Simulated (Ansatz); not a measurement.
Li3N (Li3N type, space group P6/mmm)

```xyz
4
Lattice="3.6344 0.0000 0.0000 -1.8172 3.1474 0.0000 0.0000 0.0000 3.8645" Properties=species:S:1:pos:R:3 pbc="T T T"
Li     0.0000     0.0000     1.9323
Li     0.0000     2.0983     0.0000
Li     1.8172     1.0491     0.0000
N      0.0000     0.0000     0.0000
```

The slice is a (-1 1 0 2) plane (indices of the conventional cell) through the point (0.000, 0.000, 0.000) (fractional), spanned by u = [110] and v = [1 -1 1] in vectors of this cell: u (3.63 Å) and v (7.39 Å, at 90° to u). It covers one period; positions are fractions (u, v).

Level of theory: PBE (plane waves to 420 eV, PAW, scalar-relativistic; Ansatz, a quantum-chemistry and plane-wave program). k mesh 10×10×9. Near the nuclei the fields are pseudised (PAW); where an atom keeps semicore shells as valence, they peak there. Li3N was relaxed with its symmetry unable to fall.

Task: Sketch the valence electron density on this plane as a map.

Result: 
| v \ u | 0.00 | 0.10 | 0.20 | 0.30 | 0.40 | 0.50 | 0.60 | 0.70 | 0.80 | 0.90 |
|---|---|---|---|---|---|---|---|---|---|---|
| 0.90 | 0.0 | -0.2 | -0.5 | -0.8 | -0.8 | -0.3 | -0.8 | -0.8 | -0.5 | -0.2 |
| 0.80 | -1.0 | -1.0 | -1.1 | -1.2 | -1.2 | -1.2 | -1.2 | -1.2 | -1.1 | -1.0 |
| 0.70 | -1.5 | -1.4 | -1.4 | -1.3 | -1.2 | -1.2 | -1.2 | -1.3 | -1.4 | -1.4 |
| 0.60 | -1.5 | -1.5 | -1.4 | -1.3 | -1.1 | -1.0 | -1.1 | -1.3 | -1.4 | -1.5 |
| 0.50 | -1.6 | -1.5 | -1.5 | -1.1 | 0.5 | 1.0 | 0.5 | -1.1 | -1.5 | -1.5 |
| 0.40 | -1.5 | -1.5 | -1.4 | -1.3 | -1.1 | -1.0 | -1.1 | -1.3 | -1.4 | -1.5 |
| 0.30 | -1.5 | -1.4 | -1.4 | -1.3 | -1.2 | -1.2 | -1.2 | -1.3 | -1.4 | -1.4 |
| 0.20 | -1.0 | -1.0 | -1.1 | -1.2 | -1.2 | -1.2 | -1.2 | -1.2 | -1.1 | -1.0 |
| 0.10 | 0.0 | -0.2 | -0.5 | -0.8 | -0.8 | -0.3 | -0.8 | -0.8 | -0.5 | -0.2 |
| 0.00 | 0.5 | 0.5 | 0.0 | -0.5 | -0.9 | -1.1 | -0.9 | -0.5 | 0.0 | 0.5 |

Values: log₁₀ of the valence density in e/Å³. The scale is logarithmic, as a density can span decades between atoms and voids.
